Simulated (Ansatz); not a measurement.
Write the native input for Ansatz 0.2.0 that does the following.

- Task: relaxation of cell and atoms
- Functional: r2SCAN
- Dispersion: D3(BJ)-ATM
- Potentials or basis: Ansatz PAW
- Cutoff: 500 eV (not typed: the program's choice for these potentials)
- k mesh: 11 × 11 × 6
- Occupations: fermi-dirac, width 0.05 eV
- Spin: no spin polarisation

Crystal: Ru.

```xyz
2
Lattice="2.7058 0.0000 0.0000 -1.3529 2.3433 0.0000 0.0000 0.0000 4.2819" Properties=species:S:1:pos:R:3 pbc="T T T"
Ru    1.3529    0.7811    3.2114
Ru    0.0000    1.5622    1.0705
```

The input as run:

input.yaml

```yaml
crystal:
  lattice:
    - [2.7058, 0.0, 0.0]
    - [-1.3529, 2.3432915376, 0.0]
    - [0.0, 0.0, 4.2819]
  atoms:
    - { symbol: Ru, position: [0.6666666667, 0.3333333333, 0.75] }
    - { symbol: Ru, position: [0.3333333333, 0.6666666667, 0.25] }
hamiltonian:
  xc: r2scan
  pseudopotentials: { kind: paw }
  dispersion: d3bjatm
kpoints:
  mp_grid: { grid: [11, 11, 6] }
scf:
  occupations: { method: fermi_dirac, width: 0.05 }
output:
  forces: true
  stress: true
  eigenvalues: true
relax:
  f_tol: 0.01
  max_steps: 40
  cell: { stress_tol: 0.05 }
```

Potentials or basis: Ansatz PAW.

Command:

```console
$ ansatz run input.yaml --threads 2 --pin off --max-ram 5632MiB --backend cpu --events-out ev --progress --plain --runs-dir out
```

Results of the run:

```
Relaxed volume                         : 13.42 Å³/atom
Relaxed cell                           : a = 2.697 Å, b = 2.697 Å, c = 4.261 Å, α = 90.00°, β = 90.00°, γ = 120.00°
Space group after relaxing (to 0.05 Å) : P6_3/mmc (No. 194)
Energy gained by relaxing              : 1.8 meV/atom
Ionic steps                            : 4
Pressure after relaxing                : 0.0 GPa
Band gap on the k mesh                 : none (metal or under the smearing width)
```

Caveat: the plane-wave basis is chosen anew once the cell has moved, so the energies of steps on either side of that aren't comparable; pairwise dispersion overbinds metals, which lowers pressure and volume; the PAW data sets come from PBE, with cores solved anew for the run's functional, which leaves a small shift of forces and pressure.

Run time: 10 s on 2 threads of Arm Neoverse V2 (shared host), peak memory 0.38 GiB.
